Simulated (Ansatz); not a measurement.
## SiMo3: a prediction, then the measurements

These are results of Ansatz 0.2.0, DFT PBE, scalar-relativistic, plane waves, PAW, not measurements.

Plane waves to 420 eV, a k mesh through Γ of 8×8×8 on the computed 8-atom cell and Gaussian smearing (0.10 eV); no spin polarisation.

Relaxed structure:

```
Si Mo
1.0
     4.90645    0.00000    0.00000
     0.00000    4.90645    0.00000
     0.00000    0.00000    4.90645
Si Mo
2 6
Direct
  0.00000 0.00000 0.00000
  0.50000 0.50000 0.50000
  0.25000 0.00000 0.50000
  0.50000 0.75000 0.00000
  0.75000 0.00000 0.50000
  0.50000 0.25000 0.00000
  0.00000 0.50000 0.75000
  0.00000 0.50000 0.25000
```

| Quantity | Value |
| --- | --- |
| Space group | Pm-3n (No. 223) |
| Volume per atom | 99.6 bohr³ |
| Formation energy from the elements' standard states (uncorrected) | -0.317 eV/atom |
| Kohn–Sham band gap | none (metal) |
| Density of states at the Fermi level | 3.9 states/eV per cell |
| Orbital (Löwdin) character within 0.5 eV of the Fermi level | Mo 4d 87 % |
| Bader charge by site (e) | Si (2 in the cell) -0.51, Mo (6 in the cell) 0.17 |

**Against measurements.**

A measured lattice constant a of SiMo3 is 4.89 Å (a printed reference work (data compilation, original work of 1950)); the calculated 4.906 Å exceeds it by 0.3 %. The calculation is for 0 K without zero-point motion.

It was relaxed from a cell as deposited in COD. Löwdin shares on free-atom orbitals overweight diffuse shells.
